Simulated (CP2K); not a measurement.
# Ag (Fm-3m) in CP2K: notebook

One crystal, Ag, is run at these levels: PBE; tasks: atomic charges.

Everything below comes from runs of CP2K 2026.2. Logs are shortened: lines on timing, memory, paths and dates and some standing lists are left out, and cuts for length are marked.

**1. The undisturbed crystal**

Symmetry: Fm-3m, No. 225, cubic system. Conventional cell: a = 4.085 Å, b = 4.085 Å, c = 4.085 Å, α = 90.00°, β = 90.00°, γ = 90.00°. Around Ag (site symmetry m-3m) lie 12 Ag at 2.89 Å.

**2. Atomic charges, PBE (strain_c = 0.04)**

ag_charges.inp reads:

```
&GLOBAL
  PROJECT ag_charges
  RUN_TYPE ENERGY_FORCE
  PRINT_LEVEL LOW
&END GLOBAL
&FORCE_EVAL
  METHOD QS
  STRESS_TENSOR ANALYTICAL
  &DFT
    BASIS_SET_FILE_NAME BASIS_MOLOPT_UZH
    POTENTIAL_FILE_NAME POTENTIAL_UZH
    &MGRID
      CUTOFF 450
      REL_CUTOFF 60
      NGRIDS 5
    &END MGRID
    &QS
      METHOD GPW
      EPS_DEFAULT 1.0E-9
    &END QS
    &KPOINTS
      SCHEME MONKHORST-PACK 11 11 11
      GAMMA_CENTERED T
      SYMMETRY T
      SYMMETRY_BACKEND SPGLIB
    &END KPOINTS
    &SCF
      SCF_GUESS ATOMIC
      EPS_SCF 1.0E-6
      MAX_SCF 100
      ADDED_MOS 11
      CHOLESKY OFF
      EPS_EIGVAL 1.0E-7
      &DIAGONALIZATION ON
        ALGORITHM STANDARD
      &END DIAGONALIZATION
      &MIXING ON
        METHOD BROYDEN_MIXING
        ALPHA 0.4
        BETA 1.5
        NBUFFER 8
      &END MIXING
      &SMEAR ON
        METHOD FERMI_DIRAC
        ELECTRONIC_TEMPERATURE [K] 580.226
      &END SMEAR
    &END SCF
    &XC
      &XC_FUNCTIONAL
        &GGA_X_PBE
        &END GGA_X_PBE
        &GGA_C_PBE
        &END GGA_C_PBE
      &END XC_FUNCTIONAL
    &END XC
    &PRINT
      &KPOINTS ON
      &END KPOINTS
      &MULLIKEN ON
      &END MULLIKEN
      &MO ON
        ENERGIES T
        OCCUPATION_NUMBERS T
        &EACH
          QS_SCF 0
        &END EACH
        ADD_LAST NUMERIC
      &END MO
      &LOWDIN ON
      &END LOWDIN
      &HIRSHFELD ON
        SHAPE_FUNCTION DENSITY
      &END HIRSHFELD
      &VORONOI ON
        VORONOI_RADII UNITY
      &END VORONOI
      &E_DENSITY_CUBE ON
        STRIDE 1
      &END E_DENSITY_CUBE
      &V_HARTREE_CUBE ON
        STRIDE 1
      &END V_HARTREE_CUBE
      &ELF_CUBE ON
        STRIDE 1
      &END ELF_CUBE
    &END PRINT
  &END DFT
  &SUBSYS
    &CELL
      A 2.8888847545 0.0000000000 0.0000000000
      B 1.4444423773 2.5018475860 0.0000000000
      C 1.4444423773 0.8339491953 2.4531151057
      PERIODIC XYZ
    &END CELL
    &COORD
      SCALED
      Ag  0.0000000000 0.0000000000 0.0000000000
    &END COORD
    &KIND Ag
      BASIS_SET TZVP-MOLOPT-PBE-GTH-q11
      POTENTIAL GTH-PBE-q11
    &END KIND
    &PRINT
      &ATOMIC_COORDINATES ON
      &END ATOMIC_COORDINATES
      &CELL ON
      &END CELL
    &END PRINT
  &END SUBSYS
  &PRINT
    &FORCES ON
    &END FORCES
    &STRESS_TENSOR ON
    &END STRESS_TENSOR
  &END PRINT
&END FORCE_EVAL
```

Potentials or basis: POTENTIAL_UZH Ag GTH-PBE-q11; TZVP-MOLOPT-PBE-GTH basis.

On the command line:

```
> OMP_NUM_THREADS=1 cp2k.psmp -i ag_charges.inp -o ag_charges.out
```

ag_charges.out:

```text

 CP2K| version string:                                       CP2K version 2026.2
 CP2K| Input file name                                            ag_charges.inp

 GLOBAL| Force Environment number                                              1
 GLOBAL| Basis set file name                                    BASIS_MOLOPT_UZH
 GLOBAL| Potential file name                                       POTENTIAL_UZH
 GLOBAL| MM Potential file name                                     MM_POTENTIAL
 GLOBAL| Coordinate file name                                      __STD_INPUT__
 GLOBAL| Method name                                                        CP2K
 GLOBAL| Project name                                                 ag_charges
 GLOBAL| Run type                                                   ENERGY_FORCE
 GLOBAL| FFT library                                                       FFTW3
[... 6 lines left out ...]
 GLOBAL| Total number of message passing processes                             1
 GLOBAL| Number of threads for this process                                    1
 GLOBAL| CPU model name                                                  UNKNOWN

 CELL| Volume [angstrom^3]:                                            17.730010
 CELL| Vector a [angstrom]:       2.889     0.000     0.000   |a| =     2.888885
 CELL| Vector b [angstrom]:       1.444     2.502     0.000   |b| =     2.888885
 CELL| Vector c [angstrom]:       1.444     0.834     2.453   |c| =     2.966422
 CELL| Angle (b,c), alpha [degree]:                                    60.860945
 CELL| Angle (a,c), beta  [degree]:                                    60.860945
 CELL| Angle (a,b), gamma [degree]:                                    60.000000
 CELL| Numerically orthorhombic:                                              NO
 CELL| Periodicity                                                           XYZ

 CELL_REF| Volume [angstrom^3]:                                        17.730010
 CELL_REF| Vector a [angstrom     2.889     0.000     0.000   |a| =     2.888885
 CELL_REF| Vector b [angstrom     1.444     2.502     0.000   |b| =     2.888885
 CELL_REF| Vector c [angstrom     1.444     0.834     2.453   |c| =     2.966422
 CELL_REF| Angle (b,c), alpha [degree]:                                60.860945
 CELL_REF| Angle (a,c), beta  [degree]:                                60.860945
 CELL_REF| Angle (a,b), gamma [degree]:                                60.000000
 CELL_REF| Numerically orthorhombic:                                          NO
 CELL_REF| Periodicity                                                       XYZ
[... 9 lines left out ...]
 TOTAL NUMBERS AND MAXIMUM NUMBERS

  Total number of            - Atomic kinds:                                   1
                             - Atoms:                                          1
                             - Shell sets:                                     1
                             - Shells:                                        10
                             - Primitive Cartesian functions:                  5
                             - Cartesian basis functions:                     40
                             - Spherical basis functions:                     34

  Maximum angular momentum of- Orbital basis functions:                        3
                             - Local part of the GTH pseudopotential:          0
                             - Non-local part of the GTH pseudopotential:      4

 MODULE QUICKSTEP: ATOMIC COORDINATES IN ANGSTROM

   Atom Kind Element         X             Y             Z       Z(eff)     Mass
      1    1 Ag   47      0.000000      0.000000      0.000000  11.0000 107.8682

 SCF PARAMETERS         Density guess:                                    ATOMIC
                        --------------------------------------------------------
                        max_scf:                                             100
[... 7 lines left out ...]
                        --------------------------------------------------------
                        level_shift [a.u.]:                             0.000000
                        added MOs                                        11    0
                        --------------------------------------------------------
                        Mixing method:                            BROYDEN_MIXING
[... 11 lines left out ...]
 *******************************************************************************
 BRILLOUIN| K-point scheme                                        Monkhorst-Pack
 BRILLOUIN| K-Point grid                                            11   11   11
 BRILLOUIN| Gamma-centered k-point mesh                                     ON
 BRILLOUIN| K-point symmetry accuracy                               0.100000E-05
 BRILLOUIN| K-Point point group symmetrization                                ON
 BRILLOUIN| Symmetry backend                                             SPGLIB
 BRILLOUIN| Symmetry reduction method                                    SPGLIB
 BRILLOUIN| Wavefunction type                                            COMPLEX
 BRILLOUIN| List of Kpoints [2 Pi/Bohr]                                      146
 BRILLOUIN| Number           Weight            X              Y              Z
 BRILLOUIN|     1           0.00451       -0.45455       -0.45455       -0.45455
 BRILLOUIN|     2           0.00451       -0.45455       -0.45455       -0.36364
 BRILLOUIN|     3           0.00451       -0.45455       -0.45455       -0.27273
 BRILLOUIN|     4           0.00451       -0.45455       -0.45455       -0.18182
 BRILLOUIN|     5           0.00451       -0.45455       -0.45455       -0.09091
 BRILLOUIN|     6           0.00451       -0.45455       -0.45455        0.00000
[... 32 lines left out ...]
 BRILLOUIN|    39           0.00902       -0.45455        0.09091        0.00000
 BRILLOUIN|    40           0.00902       -0.45455        0.18182       -0.45455
 [... further k-points ...]
 *******************************************************************************

 Extrapolation method: initial_guess

 Number of electrons:                                                         11
 Number of occupied orbitals:                                                  6
 Number of molecular orbitals:                                                17

 Number of orbital functions:                                                 34
 Number of independent orbital functions:                                     34

 SCF WAVEFUNCTION OPTIMIZATION

  Step     Update method      Time    Convergence         Total energy    Change
  ------------------------------------------------------------------------------
     1 NoMix/Diag. 0.40E+00   11.5     0.28234970       -37.1396661636 -3.71E+01
     2 Broy./Diag. 0.40E+00    8.7     0.04050911       -37.8544994025 -7.15E-01
     3 Broy./Diag. 0.40E+00    8.5     0.03638373       -37.3999107882  4.55E-01
     4 Broy./Diag. 0.40E+00    8.6     0.00271059       -37.1331969346  2.67E-01
     5 Broy./Diag. 0.40E+00    8.7     0.00264417       -37.1159431838  1.73E-02
     6 Broy./Diag. 0.40E+00    8.6     0.00068434       -37.1317379982 -1.58E-02
     7 Broy./Diag. 0.40E+00    8.7     0.00024226       -37.1310971135  6.41E-04
     8 Broy./Diag. 0.40E+00    8.7     0.00008166       -37.1296837194  1.41E-03
     9 Broy./Diag. 0.40E+00    8.7     0.00001321       -37.1300195362 -3.36E-04
    10 Broy./Diag. 0.40E+00    8.9     0.00000548       -37.1300631383 -4.36E-05
    11 Broy./Diag. 0.40E+00    8.8     0.00000012       -37.1300403805  2.28E-05

  *** SCF run converged in    11 steps ***

  Electronic density on regular grids:        -10.9999999881        0.0000000119
  Core density on regular grids:               10.9999999843       -0.0000000157
  Total charge density on r-space grids:       -0.0000000038
  Total charge density g-space grids:          -0.0000000038

  Overlap energy of the core charge distribution:               0.00000000133013
  Self energy of the core charge distribution:                -59.61021713739781
  Core Hamiltonian energy:                                     20.18815555768071
  Hartree energy:                                               8.12288911306144
  Exchange-correlation energy:                                 -5.83077303210433
  Electronic entropic energy:                                  -0.00009488303070
  Fermi energy:                                                 0.27448973857005

  Total energy:                                               -37.13004038048752
  Total energy (extrapolated to T->0):                        -37.12999293897217

 MO| EIGENVALUES AND OCCUPATION NUMBERS FOR K POINT 1
 MO|
 MO|  Index      Eigenvalue [a.u.]        Eigenvalue [eV]             Occupation
 MO|      1               0.041072               1.117620               2.000000
 MO|      2               0.088491               2.407957               2.000000
 MO|      3               0.098688               2.685448               2.000000
 MO|      4               0.152941               4.161745               2.000000
 MO|      5               0.158337               4.308574               2.000000
 MO|      6               0.242438               6.597080               2.000000
[... 9 lines left out ...]
 MO|     16               1.751337              47.656310               0.000000
 MO|     17               1.982657              53.950853               0.000000
 MO| Sum:                                                              12.000000
 MO| E(Fermi):            0.274490 a.u.          7.469246 eV
[... 277 lines left out ...]
 MO| EIGENVALUES AND OCCUPATION NUMBERS FOR K POINT 14
 MO|
 MO|  Index      Eigenvalue [a.u.]        Eigenvalue [eV]             Occupation
 MO|      1               0.056192               1.529051               2.000000
 MO|      2               0.088791               2.416123               2.000000
 MO|      3               0.105197               2.862543               2.000000
 MO|      4               0.114203               3.107633               2.000000
 MO|      5               0.147127               4.003523               2.000000
 MO|      6               0.225111               6.125582               2.000000
[... 9 lines left out ...]
 MO|     16               1.746589              47.527107               0.000000
 MO|     17               1.837933              50.012699               0.000000
 MO| Sum:                                                              12.000000
 MO| E(Fermi):            0.274490 a.u.          7.469246 eV

 [... the levels of further k-points ...]

 The electron density is written in Cube    file format to the file:

 ag_charges-ELECTRON_DENSITY-1_0.cube

 !-----------------------------------------------------------------------------!
                     Mulliken Population Analysis

 #  Atom  Element  Kind  Atomic population                           Net charge
       1     Ag       1         11.000000                              0.000000
 # Total charge                             11.000000                  0.000000

 !-----------------------------------------------------------------------------!

 !-----------------------------------------------------------------------------!
                           Hirshfeld Charges

  #Atom  Element  Kind  Ref Charge     Population                    Net charge
      1       Ag     1      11.000         11.000                        -0.000

  Total Charge                                                           -0.000
 !-----------------------------------------------------------------------------!

 VORONOI| Collecting electron density from MPI ranks and sending to library...
 VORONOI| Voronoi integration finished.

 LOWDIN POPULATION ANALYSIS

 #  Atom  Element  Kind  Atomic population                           Net charge
       1     Ag       1         11.000000                             -0.000000
 # Total charge                             11.000000                 -0.000000

               ----- ELF is computed on the real space grid -----

 ELF is written in Cube    file format to the file:

 ag_charges-ELF_S1-1_0.cube

 ENERGY| Total FORCE_EVAL ( QS ) energy [hartree]            -37.130039925267837

 FORCES| Atomic forces [hartree/bohr]
 FORCES|   Atom     x               y               z               |f|
 FORCES|      1  2.49767838E-15  3.46836652E-15 -1.21816228E-15   4.44430905E-15
 FORCES| Sum     2.49767838E-15  3.46836652E-15 -1.21816228E-15
 FORCES| Total atomic force                                       4.44430905E-15

 STRESS| Analytical stress tensor [bar]
 STRESS|                        x                   y                   z
 STRESS|      x        1.53169823646E+04  -3.97407651467E-02  -3.30418707514E-02
 STRESS|      y       -3.97407651467E-02   1.53171998644E+04  -5.08481923712E-02
 STRESS|      z       -3.30418707514E-02  -5.08481923712E-02  -1.62020044842E+04
 STRESS| 1/3 Trace                                             4.81072591493E+03
 STRESS| Determinant                                          -3.80120541786E+12

 STRESS| Eigenvectors and eigenvalues of the analytical stress tensor [bar]
 STRESS|                        1                   2                   3
 STRESS| Eigenvalues  -1.62020044843E+04   1.53169753308E+04   1.53172068983E+04
 STRESS|      x           0.000001048318      0.984695485007     -0.174283681982
 STRESS|      y           0.000001613246      0.174283681980      0.984695485007
 STRESS|      z           0.999999999998     -0.000001313437     -0.000001405851
```

Run time: 2.1 min. Hardware: 1 thread of Arm Neoverse V1, shared host; peak memory 0.3 GiB.

Results:

- Free energy: -1010.3598 eV
- Pressure: 0.5 GPa
- Band gap on the k mesh: none (metal or under the smearing width)

Stress tensor (GPa, compression positive):
```
 1.53  0.00  0.00
 0.00  1.53  0.00
 0.00  0.00 -1.62
```

Levels at points of the mesh, in eV from the Fermi level:
```csv
k point,band 3,band 4,band 5,band 6,band 7,band 8,band 9,band 10
"(0.00, 0.00, 0.00)",-4.84,-4.84,-3.95,-3.95,18.57,20.33,21.78,21.78
```

Caveat: the basis of atomic orbitals isn't converged, which shifts pressures, moduli and gaps.

**3. Atomic charges, PBE (strain_c = 0.06)**

ag_charges.inp: that of step 2 with these lines changed.

```diff
@@ -91,3 +91,3 @@
       B 1.4444423773 2.5018475860 0.0000000000
-      C 1.4444423773 0.8339491953 2.4531151057
+      C 1.4444423773 0.8339491953 2.5002903963
       PERIODIC XYZ
```

Potentials or basis: POTENTIAL_UZH Ag GTH-PBE-q11; TZVP-MOLOPT-PBE-GTH basis.

On the command line:

```
> OMP_NUM_THREADS=1 cp2k.psmp -i ag_charges.inp -o ag_charges.out
```

Wall time 2.1 min (1 thread of Arm Neoverse V1, shared host); peak memory 0.3 GiB.

It converged, with:

- Free energy: -1010.3535 eV
- Pressure: -1.0 GPa
- Band gap on the k mesh: none (metal or under the smearing width)

Stress tensor (GPa, compression positive):
```
 0.66  0.00  0.00
 0.00  0.66  0.00
 0.00  0.00 -4.22
```

Levels at points of the mesh, in eV from the Fermi level:
| k point | band 2 | band 3 | band 4 | band 5 | band 6 | band 7 | band 8 | band 9 | band 10 | band 11 |
| --- | --- | --- | --- | --- | --- | --- | --- | --- | --- | --- |
| (0.00, 0.00, 0.00) | -4.99 | -4.70 | -4.70 | -3.83 | -3.83 | 18.11 | 20.25 | 21.97 | 21.97 | 24.86 |

Caveat: the basis of atomic orbitals isn't converged, which shifts pressures, moduli and gaps.
